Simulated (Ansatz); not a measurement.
Zn: changes ranked by their effect on the pressure

```xyz
2
Lattice="2.6648 0.0000 0.0000 -1.3324 2.3078 0.0000 0.0000 0.0000 4.9467" Properties=species:S:1:pos:R:3 pbc="T T T"
Zn    0.0000    1.5385    1.2367
Zn    1.3324    0.7693    3.7100
```

Atom numbers follow the list: Zn1, Zn2.

The cell is COD entry 9008522, as deposited and not checked against the literature; nothing was relaxed.

Theory: Ansatz 0.2.0, DFT, PBE, all-electron LAPW, scalar-relativistic.

The runs use a Γ-centred 16×16×8 k mesh, Fermi–Dirac smearing of 0.03 eV, basis error target 0.25 meV/atom, no spin polarisation.

In this reference run the pressure is -0.5 GPa (positive in compression). Each change below is made alone, on the same k mesh, with fractional coordinates held unless an atom is moved; x, y and z are the Cartesian axes.

Task: Order the changes by the shift of the pressure, most negative first.
A. functional pbesol
B. functional lda
C. volume scaled by 1.02
D. spin-orbit coupling on
E. volume scaled by 0.98
F. no relativity

Result: B (-8.5 GPa), A (-5.0 GPa), C (-1.4 GPa), D (0.0 GPa), E (+1.6 GPa), F (+2.1 GPa).
